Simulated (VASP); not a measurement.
# SnSe (Fm-3m) in VASP: settings compared, part 2 of 2

VASP 6.6.1. Earlier steps stand in the parts before.

### 5 Single point, r2SCAN

File INCAR:

```
SYSTEM = SnSe
  ADDGRID = .FALSE.
  ALGO = Normal
  EDIFF = 1E-7
  ENCUT = 500
  ISIF = 2
  ISMEAR = 0
  LASPH = .TRUE.
  LCHARG = .FALSE.
  LMIXTAU = .TRUE.
  LREAL = .FALSE.
  LWAVE = .FALSE.
  METAGGA = R2SCAN
  NBANDS = 17
  NELM = 100
  PREC = Accurate
  SIGMA = 0.05
```

File KPOINTS:

```
k-points
0
G
  10 10 10
  0 0 0
```

File POSCAR:

```
SnSe
1.0
    0.0000000000      3.0100000000      3.0100000000
    3.0100000000      0.0000000000      3.0100000000
    3.0100000000      3.0100000000      0.0000000000
Sn Se
1 1
Direct
    0.0000000000      0.0000000000      0.0000000000
    0.5000000000      0.5000000000      0.5000000000
```

Potentials or basis: VASP PAW PBE potentials, release 64 (Sn_d, Se).

Command:

```console
$ cat potpaw_PBE.64/Sn_d/POTCAR potpaw_PBE.64/Se/POTCAR > POTCAR
$ mpirun -np 1 vasp_std > vasp.out
```

OUTCAR:

```text
SYSTEM = SnSe
   EDIFF = 1E-7
   ENCUT = 500
   ISIF = 2
   ISMEAR = 0
   LASPH = .TRUE.
   LREAL = .FALSE.
   METAGGA = R2SCAN
   NELM = 100
   PREC = Accurate

 Found     47 irreducible k-points:

 Following reciprocal coordinates:
            Coordinates               Weight
  0.000000  0.000000  0.000000      1.000000
  0.100000  0.000000  0.000000      8.000000
  0.200000  0.000000  0.000000      8.000000
  0.300000  0.000000  0.000000      8.000000
  0.400000  0.000000  0.000000      8.000000
  0.500000  0.000000  0.000000      4.000000
   k-points           NKPTS =     47   k-points in BZ     NKDIM =     47   number of bands    NBANDS=     17
   number of dos      NEDOS =    301   number of ions     NIONS =      2
   total plane-waves  NPLWV =  32768
   dimension x,y,z NGX =    32 NGY =   32 NGZ =   32
   dimension x,y,z NGXF=    64 NGYF=   64 NGZF=   64
   ions per type =               1   1
   NGX,Y,Z   is equivalent  to a cutoff of  12.50, 12.50, 12.50 a.u.
   NGXF,Y,Z  is equivalent  to a cutoff of  24.99, 24.99, 24.99 a.u.
 SYSTEM =  SnSe
   PREC   = accura    normal or accurate (medium, high low for compatibility)
   ISTART =      0    job   : 0-new  1-cont  2-samecut
   ICHARG =      2    charge: 1-file 2-atom 10-const
   ISPIN  =      1    spin polarized calculation?
   LNONCOLLINEAR =      F non collinear calculations
   LSORBIT =      F    spin-orbit coupling
   LASPH  =      T    aspherical Exc in radial PAW
   ENCUT  =  500.0 eV  36.75 Ry    6.06 a.u.   7.76  7.76  7.76*2*pi/ulx,y,z
   NELM   =    100;   NELMIN=  2; NELMDL= -5     # of ELM steps
   EDIFF  = 0.1E-06   stopping-criterion for ELM
   LREAL  =      F    real-space projection
   EDIFFG = 0.1E-05   stopping-criterion for IOM
   NSW    =      0    number of steps for IOM
   IBRION =     -1    ionic relax: 0-MD 1-quasi-New 2-CG
   NFREE  =      0    steps in history (QN), initial steepest desc. (CG)
   ISIF   =      2    stress and relaxation
   ISYM   =      2    0-nonsym 1-usesym 2-fastsym
   POTIM  = 0.5000    time-step for ionic-motion
   TEBEG  =    0.0;   TEEND  =   0.0 temperature during run
   PSTRESS=    0.0 pullay stress
   NELECT =      20.0000    total number of electrons
   NUPDOWN=      -1.0000    fix difference up-down
   EMIN   =  10.00;   EMAX   =-10.00  energy-range for DOS
   EFERMI =   0.00;   METHOD = LEGACY
   ISMEAR =     0;   SIGMA  =   0.05  broadening in eV -4-tet -1-fermi 0-gaus
   EFERMI_NEDOS =   21; number of points for ismear=-14 and -15
   IALGO  =     38    algorithm
   IMIX   =      4    mixing-type and parameters
     AMIX     =   0.40;   BMIX     =  1.00
     AMIX_MAG =   1.60;   BMIX_MAG =  1.00
  volume/ion in A,a.u.               =      27.27       184.03
  Fermi-wavevector in a.u.,A,eV,Ry     =   1.171768  2.214321 18.681350  1.373040
  Thomas-Fermi vector in A             =   2.308207
   LORBIT       =      0    0 simple, 1 ext, 2 COOP (PROOUT), +10 PAW based schemes
   METAGGA = R2SCAN    functional components
   LHFCALC =     F    Hartree Fock is set to
   AEXX    =    0.0000 exact exchange contribution
   IVDW    =     0    specifies the selected vdW correction
   LEPSILON=     F    determine dielectric tensor
   LRPA    =     F    only Hartree local field effects (RPA)
 non-spin polarized calculation
 Gauss-broadening in eV      SIGMA  =   0.05
  energy-cutoff  :      500.00
  volume of cell :       54.54
 maximum number of plane-waves:      1411
   NGX = 15   NGY = 15   NGZ = 15

 number of electron      20.0000005 magnetization

 Free energy of the ion-electron system (eV)
  ---------------------------------------------------
  ext. energy  EPLUGINS =         0.00000000
  ---------------------------------------------------
  free energy    TOTEN  =       -39.87431414 eV

  energy without entropy =      -39.87431414  energy(sigma->0) =      -39.87431414

 E-fermi :   5.9240     XC(G=0): -10.1879

 val. band max:        5.7110163366   @ k =   0.5000   0.0000   0.0000
 cond. band min:       6.1660243394   @ k =   0.5000   0.0000   0.0000
 fundamental gap:      0.4550080028
 Fermi energy:         5.9239921384

 k-point     1 :       0.0000    0.0000    0.0000
  band No.  band energies     occupation
      1     -16.8385      2.00000
      2     -16.8385      2.00000
      3     -16.8364      2.00000
      4     -16.8364      2.00000
      5     -16.8364      2.00000
      6      -9.0115      2.00000
[... 9 lines left out ...]
     16      11.7512      0.00000
     17      14.0257      0.00000
[... 81 lines left out ...]
 k-point     6 :       0.5000    0.0000    0.0000
  band No.  band energies     occupation
      1     -16.8472      2.00000
      2     -16.8471      2.00000
      3     -16.8338      2.00000
      4     -16.8234      2.00000
      5     -16.8234      2.00000
      6      -8.0376      2.00000
[... 9 lines left out ...]
     16      16.2005      0.00000
     17      16.2005      0.00000

 [... further k-points ...]

------------------------ aborting loop because EDIFF is reached ----------------------------------------

  FORCE on cell =-STRESS in cart. coord.  units (eV):
  Direction    XX          YY          ZZ          XY          YZ          ZX
  --------------------------------------------------------------------------------------
  -------------------------------------------------------------------------------------
  Total       -0.0098634     -0.0098634     -0.0098634      0.0000000      0.0000000      0.0000000
  in kB       -0.2897382     -0.2897382     -0.2897382      0.0000000      0.0000000      0.0000000
  external PRESSURE =      -0.2897382 kB  Pullay stress =       0.0000000 kB

 VOLUME and BASIS-vectors are now :
 -----------------------------------------------------------------------------
  energy-cutoff  :      500.00
  volume of cell :       54.54
      direct lattice vectors                 reciprocal lattice vectors
     0.000000000  3.010000000  3.010000000    -0.166112957  0.166112957  0.166112957
     3.010000000  0.000000000  3.010000000     0.166112957 -0.166112957  0.166112957
     3.010000000  3.010000000  0.000000000     0.166112957  0.166112957 -0.166112957

 POSITION                                       TOTAL-FORCE (eV/Angst)
 -----------------------------------------------------------------------------------
      0.00000      0.00000      0.00000         0.000000      0.000000     -0.000000
      3.01000      3.01000      3.01000        -0.000000     -0.000000      0.000000
 -----------------------------------------------------------------------------------
    total drift:                                0.000000     -0.000000     -0.000000

  FREE ENERGIE OF THE ION-ELECTRON SYSTEM (eV)
  ---------------------------------------------------
  free  energy   TOTEN  =       -39.8743141379 eV

  energy  without entropy=      -39.8743141379  energy(sigma->0) =      -39.87431414
```

OSZICAR:

```text
N       E                     dE             d eps       ncg     rms          rms(c)
DAV:   1     0.999195312568E+02    0.99920E+02   -0.98202E+03  1640   0.144E+03
DAV:   2    -0.303183199926E+02   -0.13024E+03   -0.12607E+03  1728   0.344E+02
[... 12 lines left out ...]
DAV:  15    -0.398743109780E+02   -0.46968E-04   -0.67019E-05  2055   0.853E-02    0.317E-03
DAV:  16    -0.398743132016E+02   -0.22237E-05   -0.53199E-06  1812   0.277E-02    0.229E-03
DAV:  17    -0.398743141507E+02   -0.94915E-06   -0.95901E-07  1799   0.120E-02    0.238E-03
DAV:  18    -0.398743136210E+02    0.52971E-06   -0.55208E-07  1741   0.675E-03    0.106E-03
DAV:  19    -0.398743141391E+02   -0.51807E-06   -0.43354E-07  1578   0.563E-03    0.264E-04
DAV:  20    -0.398743141379E+02    0.11732E-08   -0.18236E-08   897   0.117E-03
   1 F= -.39874314E+02 E0= -.39874314E+02  d E =-.149689E-11
```

stdout:

```text
POSCAR found type information on POSCAR SnSe
 POSCAR found :  2 types and       2 ions
 scaLAPACK will be used
 -----------------------------------------------------------------------------
|                                                                             |
|                                                                             |
|     You enforced a specific xc type in the INCAR file but a different       |
|     I HOPE YOU KNOW WHAT YOU ARE DOING!                                     |
|                                                                             |
 -----------------------------------------------------------------------------

 LDA part: xc-table for (None), standard interpolation
 POSCAR, INCAR and KPOINTS ok, starting setup
 FFT: planning ... GRIDC
 FFT: planning ... GRID_SOFT
 FFT: planning ... GRID
 WAVECAR not read
 entering main loop
```

It took 1.7 min on 1 thread of Intel Xeon Platinum 8488C (Sapphire Rapids), shared host; peak memory 0.2 GiB.

These settings aren't checked as converged: the numbers below hold their error.

Results:

```yaml
Free_energy: -39.8743 eV
Pressure: 0.0 GPa
Band_gap_on_the_k_mesh: 0.46 eV, direct
```

Caveat: the PAW data sets were made with another functional, which shifts forces and pressure a little; spin-orbit coupling is left out, which moves the levels of the heavy elements.

### 6 The reference run

An earlier run on the cell as given: functional PBEsol; potentials or basis VASP PAW PBE potentials, release 64 (Sn_d, Se); cutoff 520 eV; k mesh 8 × 8 × 8; occupations fermi-dirac, width 0.05 eV; no spin polarisation.

- Pressure: -1.9 GPa
- Band gap on the k mesh: 0.65 eV, direct
